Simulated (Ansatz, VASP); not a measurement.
# ZnO in VASP and in Ansatz

```xyz
4
Lattice="3.2385 0.0000 0.0000 -1.6193 2.8047 0.0000 0.0000 0.0000 5.1864" Properties=species:S:1:pos:R:3 pbc="T T T"
Zn    0.0000    1.8698    0.0000
Zn    1.6193    0.9349    2.5932
O     0.0000    1.8698    1.9817
O     1.6193    0.9349    4.5749
```

Change from the starting cell: volume scaled by 0.99.

Alike in both runs: task single point; functional PBE; k mesh 11 × 11 × 6; occupations fermi-dirac, width 0.02 eV; no spin polarisation.

```csv
,VASP,Ansatz
version,VASP 6.6.1,Ansatz 0.2.0
potentials or method,"VASP PAW PBE potentials, release 64 (Zn, O), cutoff 520 eV","all-electron LAPW, scalar-relativistic"
```

```csv
,VASP,Ansatz,Ansatz less VASP
gap on the k mesh at the Fermi level (eV),0.80,0.84,+0.031
pressure (GPa),7.6,6.4,-1.22
largest component of the traceless stress (GPa),0.14,0.17,+0.033
rms of the force components (eV/Å),0.019,0.019,-0.0005
```

Atom by atom the forces differ by 0.000 eV/Å (rms over components). Ansatz ran all-electron here, so the differences hold the error of VASP's frozen core and of both bases.
